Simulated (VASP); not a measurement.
# GaN (P6_3mc) in VASP: relaxation of cell and atoms with r2SCAN

Aim: the relaxation of cell and atoms of GaN with r2SCAN.

All numbers are computed with VASP 6.6.1; they aren't measurements. Logs are shortened: lines on timing, memory, paths and dates and some standing lists are left out, and cuts for length are marked.

**1. The structure**

Symmetry: P6_3mc, No. 186, hexagonal system. Conventional cell: a = 3.180 Å, b = 3.180 Å, c = 5.166 Å, α = 90.00°, β = 90.00°, γ = 120.00°. Ga (site symmetry 3m) has 4 N at 1.94 to 1.95 Å as nearest neighbours. Around N (site symmetry 3m) lie 4 Ga at 1.94 to 1.95 Å.

**2. Relaxation of cell and atoms, r2SCAN**

Input file INCAR:

```
  PREC = Accurate
  ENCUT = 600
  EDIFF = 1E-7
  ISMEAR = 0
  SIGMA = 0.02
  LREAL = False
  LASPH = True
  NELM = 80
  ALGO = Normal
  ISIF = 3
  LWAVE = False
  LCHARG = False
  METAGGA = R2SCAN
  LMIXTAU = True
  IBRION = 2
  NSW = 80
  EDIFFG = -0.004
```

Input file KPOINTS:

```
regular mesh
0
Gamma
  12 12 6
```

Input file POSCAR:

```
GaN
1.0
    3.1800000000      0.0000000000      0.0000000000
   -1.5900000000      2.7539607800      0.0000000000
    0.0000000000      0.0000000000      5.1660000000
Ga N
2 2
Direct
    0.3333333300      0.6666666700      0.0000000000
    0.6666666700      0.3333333300      0.5000000000
    0.3333333300      0.6666666700      0.3750000000
    0.6666666700      0.3333333300      0.8750000000
```

Potentials or basis: VASP PAW PBE potentials, release 64 (Ga_d, N).

Launch:

```bash
> cat potpaw_PBE.64/Ga_d/POTCAR potpaw_PBE.64/N/POTCAR > POTCAR
> mpirun -np 1 vasp_std > vasp.out
```

OUTCAR:

```text
PREC = Accurate
   ENCUT = 600
   EDIFF = 1E-7
   ISMEAR = 0
   LREAL = False
   LASPH = True
   NELM = 80
   ISIF = 3
   METAGGA = R2SCAN
   IBRION = 2
   NSW = 80
   EDIFFG = -0.004

 ion  position               nearest neighbor table
   1  0.333  0.667  0.000-   3 1.94   4 1.95   4 1.95   4 1.95
   2  0.667  0.333  0.500-   4 1.94   3 1.95   3 1.95   3 1.95
   3  0.333  0.667  0.375-   1 1.94   2 1.95   2 1.95   2 1.95
   4  0.667  0.333  0.875-   2 1.94   1 1.95   1 1.95   1 1.95

  LATTYP: Found a hexagonal cell.
 ALAT       =     3.1800000000
 C/A-ratio  =     1.6245283019

  Lattice vectors:

 A1 = (   3.1800000000,   0.0000000000,   0.0000000000)
 A2 = (  -1.5900000000,   2.7539607800,   0.0000000000)
 A3 = (   0.0000000000,   0.0000000000,   5.1660000000)

Analysis of symmetry for initial positions (statically):
=====================================================================
 Subroutine PRICEL returns:
 Original cell was already a primitive cell.

 Routine SETGRP: Setting up the symmetry group for a
 hexagonal supercell.

 Subroutine GETGRP returns: Found 12 space group operations
 (whereof  6 operations were pure point group operations)
 out of a pool of 24 trial point group operations.

The static configuration has the point symmetry C_3v.
 The point group associated with its full space group is C_6v.

Analysis of symmetry for dynamics (positions and initial velocities):
=====================================================================
 Subroutine PRICEL returns:
 Original cell was already a primitive cell.

 Routine SETGRP: Setting up the symmetry group for a
 hexagonal supercell.

 Subroutine GETGRP returns: Found 12 space group operations
 (whereof  6 operations were pure point group operations)
 out of a pool of 24 trial point group operations.

The dynamic configuration has the point symmetry C_3v.
 The point group associated with its full space group is C_6v.

 Subroutine INISYM returns: Found 12 space group operations
 (whereof  6 operations are pure point group operations),
 and found     1 'primitive' translations

----------------------------------------------------------------------------------------

                                     Primitive cell

  volume of cell :      45.2417

  direct lattice vectors                    reciprocal lattice vectors
     3.180000000  0.000000000  0.000000000     0.314465409  0.181556689  0.000000000
    -1.590000000  2.753960780  0.000000000     0.000000000  0.363113377  0.000000000
     0.000000000  0.000000000  5.166000000     0.000000000  0.000000000  0.193573364

  length of vectors
     3.180000000  3.179999997  5.166000000     0.363113377  0.363113377  0.193573364

  position of ions in fractional coordinates (direct lattice)
     0.333333330  0.666666670  0.000000000
     0.666666670  0.333333330  0.500000000
     0.333333330  0.666666670  0.375000000
     0.666666670  0.333333330  0.875000000

  ion indices of the primitive-cell ions
   primitive index   ion index
                 1           1
                 2           2
                 3           3
                 4           4

----------------------------------------------------------------------------------------

 KPOINTS: regular mesh

Automatic generation of k-mesh.
 Grid dimensions read from file:
 generate k-points for:   12   12    6

 Generating k-lattice:

  Cartesian coordinates                     Fractional coordinates (reciprocal lattice)
     0.026205451  0.015129724  0.000000000     0.083333333  0.000000000  0.000000000
     0.000000000  0.030259448  0.000000000     0.000000000  0.083333333  0.000000000
     0.000000000  0.000000000  0.032262227     0.000000000  0.000000000  0.166666667

  Length of vectors
     0.030259448  0.030259448  0.032262227

  Shift w.r.t. Gamma in fractional coordinates (k-lattice)
     0.000000000  0.000000000  0.000000000

 Subroutine IBZKPT returns following result:
 ===========================================

 Found     76 irreducible k-points:

 Following reciprocal coordinates:
            Coordinates               Weight
  0.000000  0.000000  0.000000      1.000000
  0.083333  0.000000  0.000000      6.000000
  0.166667 -0.000000  0.000000      6.000000
  0.250000 -0.000000  0.000000      6.000000
  0.333333  0.000000  0.000000      6.000000
  0.416667 -0.000000  0.000000      6.000000
[... 16 lines left out ...]
  0.250000 -0.000000  0.166667     12.000000
  0.333333  0.000000  0.166667     12.000000
 [... further k-points ...]
   k-points           NKPTS =     76   k-points in BZ     NKDIM =     76   number of bands    NBANDS=     22
   number of dos      NEDOS =    301   number of ions     NIONS =      4
   total plane-waves  NPLWV =  32928
   dimension x,y,z NGX =    28 NGY =   28 NGZ =   42
   dimension x,y,z NGXF=    56 NGYF=   56 NGZF=   84
   ions per type =               2   2
   NGX,Y,Z   is equivalent  to a cutoff of  14.64, 14.64, 13.52 a.u.
   NGXF,Y,Z  is equivalent  to a cutoff of  29.28, 29.28, 27.03 a.u.
 SYSTEM =  unknown system
   PREC   = accura    normal or accurate (medium, high low for compatibility)
   ISTART =      0    job   : 0-new  1-cont  2-samecut
   ICHARG =      2    charge: 1-file 2-atom 10-const
   ISPIN  =      1    spin polarized calculation?
   LNONCOLLINEAR =      F non collinear calculations
   LSORBIT =      F    spin-orbit coupling
   LASPH  =      T    aspherical Exc in radial PAW
   ENCUT  =  600.0 eV  44.10 Ry    6.64 a.u.   6.35  6.35 10.32*2*pi/ulx,y,z
   NELM   =     80;   NELMIN=  2; NELMDL= -5     # of ELM steps
   EDIFF  = 0.1E-06   stopping-criterion for ELM
   LREAL  =      F    real-space projection
   EDIFFG = -.4E-02   stopping-criterion for IOM
   NSW    =     80    number of steps for IOM
   IBRION =      2    ionic relax: 0-MD 1-quasi-New 2-CG
   NFREE  =      1    steps in history (QN), initial steepest desc. (CG)
   ISIF   =      3    stress and relaxation
   ISYM   =      2    0-nonsym 1-usesym 2-fastsym
   POTIM  = 0.5000    time-step for ionic-motion
   TEBEG  =    0.0;   TEEND  =   0.0 temperature during run
   PSTRESS=    0.0 pullay stress
   NELECT =      36.0000    total number of electrons
   NUPDOWN=      -1.0000    fix difference up-down
   EMIN   =  10.00;   EMAX   =-10.00  energy-range for DOS
   EFERMI =   0.00;   METHOD = LEGACY
   ISMEAR =     0;   SIGMA  =   0.02  broadening in eV -4-tet -1-fermi 0-gaus
   EFERMI_NEDOS =   21; number of points for ismear=-14 and -15
   IALGO  =     38    algorithm
   IMIX   =      4    mixing-type and parameters
     AMIX     =   0.40;   BMIX     =  1.00
     AMIX_MAG =   1.60;   BMIX_MAG =  1.00
  volume/ion in A,a.u.               =      11.31        76.33
  Fermi-wavevector in a.u.,A,eV,Ry     =   1.517036  2.866782 31.312427  2.301398
  Thomas-Fermi vector in A             =   2.626345
   LORBIT       =      0    0 simple, 1 ext, 2 COOP (PROOUT), +10 PAW based schemes
   METAGGA = R2SCAN    functional components
   LHFCALC =     F    Hartree Fock is set to
   AEXX    =    0.0000 exact exchange contribution
   IVDW    =     0    specifies the selected vdW correction
   LEPSILON=     F    determine dielectric tensor
   LRPA    =     F    only Hartree local field effects (RPA)
 conjugate gradient relaxation of ions
 non-spin polarized calculation
 Gauss-broadening in eV      SIGMA  =   0.02
  energy-cutoff  :      600.00
  volume of cell :       45.24
 maximum number of plane-waves:      1530
 NGX is ok and might be reduce to    28
   NGX = 13   NGY = 13   NGZ = 21

--------------------------------------- Ionic step        1  -------------------------------------------

 number of electron      35.9999995 magnetization

 Free energy of the ion-electron system (eV)
  ---------------------------------------------------
  ext. energy  EPLUGINS =         0.00000000
  ---------------------------------------------------
  free energy    TOTEN  =       -43.81805204 eV

  energy without entropy =      -43.81805204  energy(sigma->0) =      -43.81805204

------------------------ aborting loop because EDIFF is reached ----------------------------------------

  FORCE on cell =-STRESS in cart. coord.  units (eV):
  Direction    XX          YY          ZZ          XY          YZ          ZX
  --------------------------------------------------------------------------------------
  -------------------------------------------------------------------------------------
  Total        0.4181645      0.4181645      1.0320475      0.0000000      0.0000000      0.0000000
  in kB       14.8087531     14.8087531     36.5486212      0.0000000      0.0000000      0.0000000
  external PRESSURE =      22.0553758 kB  Pullay stress =       0.0000000 kB
[... 251 lines left out ...]
  energy  without entropy=      -43.8231903391  energy(sigma->0) =      -43.82319034

--------------------------------------- Ionic step        8  -------------------------------------------

 number of electron      35.9999997 magnetization

 Free energy of the ion-electron system (eV)
  ---------------------------------------------------
  ext. energy  EPLUGINS =         0.00000000
  ---------------------------------------------------
  free energy    TOTEN  =       -43.82318915 eV

  energy without entropy =      -43.82318915  energy(sigma->0) =      -43.82318915

 E-fermi :   5.1707     XC(G=0): -12.6292

 val. band max:        5.0385241572   @ k =   0.0000   0.0000   0.0000
 cond. band min:       7.3417220030   @ k =   0.0000   0.0000   0.0000
 fundamental gap:      2.3031978457
 Fermi energy:         5.1707335714

 k-point     1 :       0.0000    0.0000    0.0000
  band No.  band energies     occupation
      1     -11.7242      2.00000
      2     -10.7357      2.00000
      3      -8.7870      2.00000
      4      -8.7719      2.00000
      5      -8.7719      2.00000
      6      -8.7047      2.00000
[... 574 lines left out ...]
      6      -8.5579      2.00000
[... 14 lines left out ...]
     21      12.6158      0.00000
     22      13.9544      0.00000

 [... further k-points ...]
[... 5 lines left out ...]
  --------------------------------------------------------------------------------------
  -------------------------------------------------------------------------------------
  Total       -0.0139908     -0.0139908      0.0074905      0.0000000     -0.0000000     -0.0000000
  in kB       -0.4899708     -0.4899708      0.2623242      0.0000000     -0.0000000     -0.0000000
  external PRESSURE =      -0.2392058 kB  Pullay stress =       0.0000000 kB
[... 19 lines left out ...]
  FREE ENERGIE OF THE ION-ELECTRON SYSTEM (eV)
  ---------------------------------------------------
  free  energy   TOTEN  =       -43.8231891476 eV

  energy  without entropy=      -43.8231891476  energy(sigma->0) =      -43.82318915

 reached required accuracy - stopping structural energy minimisation
```

Run time: 16 min. Hardware: 1 thread of Intel Xeon 6975P-C (Granite Rapids), shared host; peak memory 0.25 GiB.

What came out:

```yaml
Free_energy: -43.8232 eV
Relaxed_volume: 11.44 Å³/atom
Relaxed_cell: a = 3.189 Å, b = 3.189 Å, c = 5.194 Å, α = 90.00°, β = 90.00°, γ = 120.00°
Space_group_after_relaxing_to_0.05_Å: P6_3mc (No. 186)
Energy_gained_by_relaxing: 1.3 meV/atom
Ionic_steps: 8
Pressure_after_relaxing: 0.0 GPa
Band_gap_on_the_k_mesh: 2.30 eV, direct
```

Forces on the atoms (eV/Å):
```
Ga   0.000  0.000 -0.002
Ga   0.000  0.000 -0.002
N    0.000  0.000  0.002
N    0.000  0.000  0.002
```

Stress tensor (GPa, compression positive):
```
-0.05  0.00  0.00
 0.00 -0.05  0.00
 0.00  0.00  0.03
```

Step by step:
| step | energy change (eV) | largest force (eV/Å) | pressure (GPa) | volume (Å³) |
| --- | --- | --- | --- | --- |
| 1 | 0.0000 | 0.1447 | 2.21 | 45.24 |
| 2 | 0.0000 | 0.0948 | -2.15 | 46.27 |
| 3 | -0.0051 | 0.0180 | -0.01 | 45.74 |
| 4 | -0.0051 | 0.0155 | -0.04 | 45.75 |
| 5 | -0.0051 | 0.0028 | 0.00 | 45.74 |
| 6 | -0.0051 | 0.0019 | 0.02 | 45.74 |
| 7 | -0.0051 | 0.0030 | 0.03 | 45.74 |
| 8 | -0.0051 | 0.0025 | -0.02 | 45.75 |

Final structure:
```cif
data_structure
_symmetry_space_group_name_H-M 'P 1'
_symmetry_Int_Tables_number 1
_cell_length_a 3.1892
_cell_length_b 3.1892
_cell_length_c 5.1939
_cell_angle_alpha 90.000
_cell_angle_beta 90.000
_cell_angle_gamma 120.000
_cell_volume 45.75
loop_
_atom_site_label
_atom_site_type_symbol
_atom_site_fract_x
_atom_site_fract_y
_atom_site_fract_z
_atom_site_occupancy
Ga1 Ga 0.33333 0.66667 0.99912 1
Ga2 Ga 0.66667 0.33333 0.49912 1
N1 N 0.33333 0.66667 0.37588 1
N2 N 0.66667 0.33333 0.87588 1
```

Levels at points of the mesh, in eV from the valence-band top:
```
           k point  band 16  band 17  band 18  band 19  band 20  band 21
(0.00, 0.00, 0.00)    -0.04     0.00     0.00     2.30     4.77     9.92
(0.50, 0.00, 0.00)    -2.81    -2.22    -1.02     5.56     6.09     6.53
(0.00, 0.00, 0.50)    -0.54    -0.54    -0.54     4.73     4.73     9.14
(0.50, 0.00, 0.50)    -1.99    -1.94    -1.94     4.87     4.87     8.38
```

Caveat: the PAW data sets were made with another functional, which shifts forces and pressure a little.
